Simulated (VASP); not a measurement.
Br2, 2 atoms in the cell. The cell holds a molecule in a box, 2 atoms: a = 12.472 Å, b = 12.972 Å, c = 13.472 Å, α = 90.00°, β = 90.00°, γ = 90.00°. 

| Item | Value |
| --- | --- |
| Program | VASP 6.6.1 |
| Task | single point |
| Functional | PBE |
| Potentials or basis | VASP PAW PBE potentials, release 64 (Br) |
| Cutoff | 400 eV |
| k mesh | 1 × 1 × 1 |
| Occupations | gaussian, width 0.01 eV |
| Spin | no spin polarisation |
| Further INCAR settings | ALGO = Fast; EDIFF = 1e-06; ISYM = 0 |

Potentials or basis: VASP PAW PBE potentials, release 64 (Br).

The run is started by

```bash
$ cat potpaw_PBE.64/Br/POTCAR > POTCAR
$ mpirun -np 4 vasp_gam > vasp.out
```

Hardware: 4 MPI ranks on Intel(R) Xeon(R) 6975P-C (Granite Rapids), with other jobs on the host.

**Question.** How long does it take, and how much memory?

**Answer.** It took 22 s on 4 MPI ranks on Intel(R) Xeon(R) 6975P-C (Granite Rapids), with other jobs on the host, peak memory 0.43 GiB a rank. Counts: scf iterations 22, k points 1.
